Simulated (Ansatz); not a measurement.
**GaAs: single point**

Aim: for GaAs, 3 runs in a chain (single point).

Computed with Ansatz 0.2.0 (DFT PBE, scalar-relativistic, plane waves, PAW, unless a step's input says otherwise).

### 1 The structure to begin with

The structure is tetragonal, space group I-4m2 (No. 119). Conventional cell: a = 3.987 Å, b = 3.987 Å, c = 5.681 Å, α = 90.00°, β = 90.00°, γ = 90.00°. Ga (site symmetry -4m2) is surrounded by 4 As at 2.45 Å. Around As (site symmetry -4m2) lie 4 Ga at 2.45 Å.

Coordinates:

```
Ga As
1.0
     0.00000    2.81943    2.84063
     2.81943    0.00000    2.84063
     2.81943    2.81943    0.00000
Ga As
1 1
Direct
  0.00000 0.00000 0.00000
  0.25000 0.25000 0.25000
```

### 2 Single point: GaAs, no spin

File input.yaml:

```yaml
crystal:
  lattice:
    - [0.0, 2.81943375, 2.8406325]
    - [2.81943375, 0.0, 2.8406325]
    - [2.81943375, 2.81943375, 0.0]
  atoms:
    - { symbol: Ga, position: [0.0, 0.0, 0.0] }
    - { symbol: As, position: [0.25, 0.25, 0.25] }
scf:
  occupations: { method: gaussian, width: 0.01 }
  n_extra_bands: 4
output:
  eigenvalues: true
  efg: { quadrupole_moments_barn: { Ga: 0.171, As: 0.314 } }
  write_density: true
  write_potential: true
  elf: true
  volumetric_format: npy
hamiltonian:
  xc: pbe
kpoints:
  mp_grid: { grid: [12, 12, 12] }
```

Run with:

```
$ ansatz run input.yaml --threads 4 --pin off --max-ram 6144MiB --backend cpu --events-out ev --progress --plain --runs-dir out
```

The program printed, cut to the lines that bear on the results:

```text
Warning: RAYON_NUM_THREADS=4 ignored (pool sized by the plan → 4); use --threads N
scf.n_extra_bands = 4 over 14 filled bands (N_el = 28.0): the run solves 18 bands
[...]
Pseudopotentials: kind: paw
Pseudopotential: Ga, paw, valence charge 13, recommended cutoff 420 eV (normal), Ga.paw.azcp
Pseudopotential: As, paw, valence charge 15, recommended cutoff 420 eV (normal), As.paw.azcp
Functional definition: PBE
[...]
Crystal: 2 atoms, lattice volume = 45.162 Å³
Basis set: ecut = 420 eV, 893 PW (Γ)
Bands: 18, of which v1, the nominal top of the filled ones, is band 14 counted from 1 (13 counted from 0)
Symmetry: 8 space group operations
Space group: I-4m2 (ITA 119), of the structure as read, at distance tolerance 3.6e-5 Å
k-points: 163 of 1728 (time reversal used)
[...]
SCF iter   1: F=—  HF=-8639.839000 eV  |F-HF|=—  |Δ(HF+E_count)|=         —  Δρ=1.88e-3  dr2=2.69e-3  ethr=1.77e-3  ⟨swp⟩=6.0  Hψ=13908  notcnv=0
[...]
SCF iter   6: F=-8639.838006 eV  HF=-8639.838006 eV  |F-HF|=4.44e-9  |Δ(HF+E_count)|=   5.02e-7  Δρ=4.91e-6  dr2=1.66e-8  ethr=3.57e-10  ⟨swp⟩=4.0  Hψ=11010  notcnv=0
[...]
SCF converged after 6 iterations
Free energy (F): -8639.838006 eV
[...]
E sigma→0 (E₀):  -8639.838006 eV
Fermi energy:    8.453910 eV
[...]
--- PAW observables at the nuclei: V_zz in 10²¹ V/m², potentials from the cell's mean, atoms counted from 1 ---
  atom   1  Ga V_zz =    -0.137196   η = 0.0000   by run symmetry: allowed   C_q = -0.5673 MHz
            electrostatic potential = -4130.784481 V   contact ρ = none
  atom   2  As V_zz =    +0.184686   η = 0.0000   by run symmetry: allowed   C_q = +1.4022 MHz
            electrostatic potential = -4514.547139 V   contact ρ = none
--- Band table (eV; the first three rows and the last of 163) ---
  k-point 0: bands = ["-26.9505", "-26.9505", "-26.9498", "-26.9409", "-26.9400", "-6.5941", "-6.5922", "-6.5922", "-6.5144", "-6.5132", "-4.5429", "8.1582", "8.2017", "8.2017", "8.7060", "11.9219", "11.9219", "11.9420"]
[...]
```

Wall time 3.2 s (4 threads of Intel Xeon Platinum 8375C at 2.90GHz (Ice Lake), shared host); peak memory 0.54 GiB.

Axes a, b and c in the maps are those of this run's conventional cell (a, b, c = 3.987, 3.987, 5.681 Å).

Density in a lattice plane of the grid's cell (edges 3.99 and 5.68 Å, at 0.000 of the third edge), which holds Ga and As.

Ten even steps from '0' (0.02 e/Å³) to '9' (52.38 e/Å³):
```
4200000000000002
0000000000000000
0000000000000000
0000000000000000
0000000000000000
0000000000000000
0000000000000000
0000000000000000
0000000000000000
0000000000000000
0000000000000000
0000000000000000
0000000000000000
0000000232000000
0000001363100000
0000000232000000
0000000000000000
0000000000000000
4200000000000002
9510000000000015
```
Columns run along the first of these edges and rows up along the second, over one cell in 16 and 20 even steps from the bottom left corner. Atoms in the plane (fractional): Ga at (0.00, 0.00), As at (0.50, 0.25).

ELF in the same plane.

Ten even steps from ' ' (0.01) to '@' (0.76):
```
    ..----------------------..  
..::------::....  ....::------::
--------::..          ..::------
------::::..          ..::::----
--::::....              ....::::
......                      ....
                                
                                
          ..::::--::::..        
        ..--++******++--..      
      ::==**####%%####**==::    
    ..--**####%%%%%%%%##**--..  
  ..--++######**++**######++--..
..::==######++::::::++##%%##==::
--==**%%%%##==::--::==##%%%%**==
--==**@@@@%%**::::::**%%@@@@**==
----==##@@@@%%**++**%%@@@@##==--
....--==%%@@@@%%%%%%@@@@%%==--::
    ..--++%%%%%%%%%%%%%%++--..  
**  ..::--++**********++--::..  
```
Columns run along the first of these edges and rows up along the second, over one cell in 16 and 20 even steps from the bottom left corner. Atoms in the plane (fractional): Ga at (0.00, 0.00), As at (0.50, 0.25).

Both are smooth fields of the valence electrons: close to the nuclei they are not physical.

Maxima of ELF outside the ion cores: 0.78 on the As–Ga line, 1.1 Å from As.

### 3 Single point

Against the reference cell of the series, the cell is strained.

File input.yaml:

```yaml
crystal:
  lattice:
    - [0.0, 2.83356625, 2.8123675]
    - [2.83356625, 0.0, 2.8123675]
    - [2.83356625, 2.83356625, 0.0]
  atoms:
    - { symbol: Ga, position: [0.0, 0.0, 0.0] }
    - { symbol: As, position: [0.25, 0.25, 0.25] }
scf:
  occupations: { method: gaussian, width: 0.01 }
  n_extra_bands: 4
output:
  eigenvalues: true
  efg: { quadrupole_moments_barn: { Ga: 0.171, As: 0.314 } }
hamiltonian:
  xc: pbe
kpoints:
  mp_grid: { grid: [12, 12, 12] }
```

Run with:

```
$ ansatz run input.yaml --threads 4 --pin off --max-ram 6144MiB --backend cpu --events-out ev --progress --plain --runs-dir out
```

The program printed, cut to the lines that bear on the results:

```text
Warning: RAYON_NUM_THREADS=4 ignored (pool sized by the plan → 4); use --threads N
scf.n_extra_bands = 4 over 14 filled bands (N_el = 28.0): the run solves 18 bands
[...]
[... 4 set-up lines as earlier in the session ...]
[...]
Crystal: 2 atoms, lattice volume = 45.162 Å³
Basis set: ecut = 420 eV, 893 PW (Γ)
Bands: 18, of which v1, the nominal top of the filled ones, is band 14 counted from 1 (13 counted from 0)
[... 2 set-up lines as earlier in the session ...]
k-points: 163 of 1728 (time reversal used)
[...]
SCF iter   1: F=—  HF=-8639.839018 eV  |F-HF|=—  |Δ(HF+E_count)|=         —  Δρ=1.88e-3  dr2=2.69e-3  ethr=1.77e-3  ⟨swp⟩=6.0  Hψ=13908  notcnv=0
[...]
SCF iter   6: F=-8639.838011 eV  HF=-8639.838011 eV  |F-HF|=4.81e-9  |Δ(HF+E_count)|=   5.12e-7  Δρ=5.83e-6  dr2=2.13e-8  ethr=3.57e-10  ⟨swp⟩=4.0  Hψ=11068  notcnv=0
[...]
SCF converged after 6 iterations
Free energy (F): -8639.838011 eV
[...]
E sigma→0 (E₀):  -8639.838011 eV
Fermi energy:    8.460787 eV
[...]
--- PAW observables at the nuclei: V_zz in 10²¹ V/m², potentials from the cell's mean, atoms counted from 1 ---
  atom   1  Ga V_zz =    +0.138435   η = 0.0000   by run symmetry: allowed   C_q = +0.5724 MHz
            electrostatic potential = -4130.784722 V   contact ρ = none
  atom   2  As V_zz =    -0.179732   η = 0.0000   by run symmetry: allowed   C_q = -1.3646 MHz
            electrostatic potential = -4514.547028 V   contact ρ = none
--- Band table (eV; the first three rows and the last of 163) ---
  k-point 0: bands = ["-26.9507", "-26.9500", "-26.9500", "-26.9409", "-26.9400", "-6.5935", "-6.5935", "-6.5917", "-6.5144", "-6.5132", "-4.5429", "8.1730", "8.1730", "8.2156", "8.7060", "11.9152", "11.9353", "11.9353"]
[...]
```

It took 2.5 s on 4 threads of Intel Xeon Platinum 8375C at 2.90GHz (Ice Lake), shared host; peak memory 0.53 GiB.

### 4 Single point

Against the reference cell of the series, the cell is strained.

Changes to input.yaml since step 3:

```diff
@@ -2,5 +2,5 @@
   lattice:
-    - [0.0, 2.83356625, 2.8123675]
-    - [2.83356625, 0.0, 2.8123675]
-    - [2.83356625, 2.83356625, 0.0]
+    - [0.0, 2.8123675, 2.854765]
+    - [2.8123675, 0.0, 2.854765]
+    - [2.8123675, 2.8123675, 0.0]
   atoms:
```

Run with:

```
$ ansatz run input.yaml --threads 4 --pin off --max-ram 6144MiB --backend cpu --events-out ev --progress --plain --runs-dir out
```

The program printed, cut to the lines that bear on the results:

```text
Warning: RAYON_NUM_THREADS=4 ignored (pool sized by the plan → 4); use --threads N
scf.n_extra_bands = 4 over 14 filled bands (N_el = 28.0): the run solves 18 bands
[...]
[... 4 set-up lines as earlier in the session ...]
[...]
Crystal: 2 atoms, lattice volume = 45.159 Å³
Basis set: ecut = 420 eV, 893 PW (Γ)
Bands: 18, of which v1, the nominal top of the filled ones, is band 14 counted from 1 (13 counted from 0)
[... 2 set-up lines as earlier in the session ...]
k-points: 163 of 1728 (time reversal used)
[...]
SCF iter   1: F=—  HF=-8639.838001 eV  |F-HF|=—  |Δ(HF+E_count)|=         —  Δρ=1.88e-3  dr2=2.68e-3  ethr=1.77e-3  ⟨swp⟩=6.0  Hψ=13901  notcnv=0
[...]
SCF iter   6: F=-8639.837008 eV  HF=-8639.837008 eV  |F-HF|=3.30e-9  |Δ(HF+E_count)|=   5.09e-7  Δρ=6.16e-6  dr2=2.34e-8  ethr=3.57e-10  ⟨swp⟩=4.0  Hψ=11017  notcnv=0
[...]
SCF converged after 6 iterations
Free energy (F): -8639.837008 eV
[...]
E sigma→0 (E₀):  -8639.837008 eV
Fermi energy:    8.461636 eV
[...]
--- PAW observables at the nuclei: V_zz in 10²¹ V/m², potentials from the cell's mean, atoms counted from 1 ---
  atom   1  Ga V_zz =    -0.267003   η = 0.0000   by run symmetry: allowed   C_q = -1.1040 MHz
            electrostatic potential = -4130.785155 V   contact ρ = none
  atom   2  As V_zz =    +0.385092   η = 0.0000   by run symmetry: allowed   C_q = +2.9238 MHz
            electrostatic potential = -4514.548475 V   contact ρ = none
--- Band table (eV; the first three rows and the last of 163) ---
  k-point 0: bands = ["-26.9498", "-26.9498", "-26.9484", "-26.9405", "-26.9387", "-6.5949", "-6.5911", "-6.5911", "-6.5145", "-6.5122", "-4.5421", "8.1294", "8.2173", "8.2173", "8.7059", "11.9171", "11.9171", "11.9573"]
[...]
```

Run time: 2.7 s. Hardware: 4 threads of Intel Xeon Platinum 8375C at 2.90GHz (Ice Lake), shared host; peak memory 0.53 GiB.

### 5 The runs side by side

```
step  volume (Å³/atom)  pressure (GPa)  energy above the lowest (meV/atom)  gap on the mesh (eV)   time
   2             22.58             n/a                                 0.0                  0.50  3.2 s
   3             22.58             n/a                                 0.0                  0.49  2.5 s
   4             22.58             n/a                                 0.5                  0.49  2.7 s
```

In words: The values hold for the settings typed; their convergence was not tested in this session.

The gaps are Kohn-Sham values of a semilocal functional, not quasiparticle or optical gaps. Such gaps usually fall short of the measured ones.
